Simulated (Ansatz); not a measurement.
Sc:

```
Sc
1.0
     3.20196    0.00000    0.00000
     1.50211    2.84414    0.00000
     1.54899    0.92645    2.67418
Sc
1
Direct
  0.00000 0.00000 0.00000
```

This isn't the form of Sc at room conditions, which is hcp.

```yaml
Program: Ansatz 0.2.0
Task: single point
Functional: PBE
Potentials_or_basis: Ansatz PAW
Cutoff: "420 eV (not typed: the program's choice for these potentials)"
k_mesh: 10 × 10 × 10
Occupations: fermi-dirac, width 0.05 eV
Spin: no spin polarisation
```

On this cell: pressure 0.7 GPa; band gap on the k mesh none (metal or under the smearing width).

The same run follows on a disturbed copy (cell strained at random at fixed volume):

```xyz
1
Lattice="3.1596 0.0006 -0.0290 1.4828 2.7932 0.0674 1.5045 0.9862 2.7745" Properties=species:S:1:pos:R:3 pbc="T T T"
Sc    0.0171   -0.0196   -0.0365
```

Question: What changes?

Answer: The energy (extrapolated to zero smearing) moves by +12.9 meV/atom; pressure 0.8 GPa; band gap on the k mesh none (metal or under the smearing width).

Stress tensor (GPa, compression positive):
```
 2.19  1.17  0.73
 1.17  2.10 -0.71
 0.73 -0.71 -1.86
```
